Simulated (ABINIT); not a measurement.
## Au in ABINIT: the effect of functional

The system is Au.

```
CELL_PARAMETERS angstrom
2.74841 0.00000 0.00000
0.00000 2.74841 0.00000
0.00000 0.00000 2.74841
ATOMIC_POSITIONS crystal
Au 0.50000 0.50000 0.50000
```

The cell was built by a generator and needn't be a form met in nature.

Alike in all runs:

- Program: ABINIT 10.8.3 (patched build)
- Task: band structure
- Potentials or basis: JTH PAW PBE v2.0
- Cutoff: 653 eV
- k mesh: 10 × 10 × 10
- Occupations: fermi-dirac, width 0.05 eV
- Spin: no spin polarisation

| functional | pressure (GPa) |
| --- | --- |
| LDA | -9.2 |
| PBEsol | -5.8 |
| BLYP | 8.0 |
| AM05 | -5.6 |
| r2SCAN | ? |
| SCAN | -5.4 |

Problem. What does the run with functional r2SCAN give?

Solution. Pressure -2.6 GPa.

Caveats: the PAW data sets were made with another functional, which shifts forces and pressure a little.
